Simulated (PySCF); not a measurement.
Bonds (- single, = double, # triple, : aromatic): C1-C2 1.522 Å, C2-C3 1.507 Å, C3=O4 1.200 Å, C3-O5 1.343 Å. C1 carries H6, H7, H8; C2 carries H9, H10; O5 carries H11.

[PySCF: geometry from GFN2-xTB; NMR shieldings at PBE0/pcSseg-1/GIAO; non-relativistic; averaged over atoms made equivalent by symmetry, fast rotation or ring inversion; one computed conformer; isolated molecule]

Scale: ¹³C and ¹H against TMS; H2O for ¹⁷O (reference shieldings calculated alike).

| atoms | nucleus | count | δ (ppm) |
| --- | --- | --- | --- |
| C2 | ¹³C | 1 | 28.6 |
| H11 | ¹H | 1 | 6.07 |
| O5 | ¹⁷O | 1 | 209.2 |
| C1 | ¹³C | 1 | 10.5 |
| H6/H7/H8 | ¹H | 3 | 1.15 |
| O4 | ¹⁷O | 1 | 437.3 |
| H9/H10 | ¹H | 2 | ? |
| C3 | ¹³C | 1 | ? |

Question: Fill in the missing shifts.

Answer: 
- C3: 178.7 ppm, carboxylic acid carbon; lone-pair donation from the attached heteroatom keeps it upfield of a ketone carbonyl
- H9/H10: 2.39 ppm, hydrogen on an sp3 CH2 α to a carbonyl; α to C=O

OH and NH positions are those of a molecule without intermolecular hydrogen bonds; in solution they move with solvent, concentration and temperature, and exchange usually removes their couplings. Shifts are as computed. Against solution values, carbons near 30 ppm lie about +3 ppm off and those near 130 ppm about +5 ppm. Of 246 compounds with measured shifts, 49 miss one by over three times the rms of a fit or turn the order of signals round; such compounds aren't used in these exercises. In solution the two oxygens of a carboxylic acid exchange roles by proton transfer and give one 17O line. Hydrogen bonding in solution shields acid and N–H amide carbonyl oxygens by tens of ppm. Hydrogen bonding in solution deshields acid and N–H amide carbonyl carbons by as much as 10 ppm beyond these values. Unscaled 17O shifts of doubly bonded oxygen tend to come out too high, by tens of ppm or more. Experimental scales use liquid or dissolved standards, which lie at an offset from isolated H2O (liquid H2O: subtract about 36 ppm).
